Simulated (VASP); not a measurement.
## Sb: equation of state with PBEsol

Crystal: Sb.

```
CELL_PARAMETERS angstrom
3.35453 0.00000 0.00000
-1.67727 2.90511 0.00000
0.00000 0.00000 5.47016
ATOMIC_POSITIONS crystal
Sb 0.66667 0.33333 0.75000
Sb 0.33333 0.66667 0.25000
```

This isn't the form of Sb at room conditions, which is rhombohedral.

- Program: VASP 6.6.1
- Task: equation of state
- Functional: PBEsol
- Potentials or basis: VASP PAW PBE potentials, release 64 (Sb)
- Cutoff: 520 eV
- k mesh: 9 × 9 × 5
- Occupations: fermi-dirac, width 0.05 eV
- Spin: no spin polarisation
- Ladder: free
- Further INCAR settings: ALGO = Normal; EDIFF = 1e-07; NBANDS = 12

```json
{
  "Equilibrium volume": "25.98 Å³/atom",
  "Bulk modulus at fixed shape and positions": "67 GPa",
  "Pressure derivative of the bulk modulus": "4.3 (rough: it moves with the points fitted)"
}
```

Energy against volume, from the lowest point:
| volume (Å³/atom) | energy (meV/atom) |
| --- | --- |
| 25.055 | 7.20 |
| 25.588 | 1.08 |
| 26.121 | 0.00 |
| 26.654 | 3.35 |
| 27.187 | 10.64 |
| 27.720 | 21.53 |
| 28.253 | 35.70 |

All runs of the series together: 2.2 min on 1 thread of AMD EPYC 7R13 Processor (Zen 3), on a shared host.

Caveat: the cell was scaled at fixed shape and fractional positions, which overstates the stiffness of a crystal with free parameters, most of all of layers and chains; the PAW data sets were made with another functional, which shifts forces and pressure a little. Spin-orbit coupling is left out, which matters for the levels of Sb.
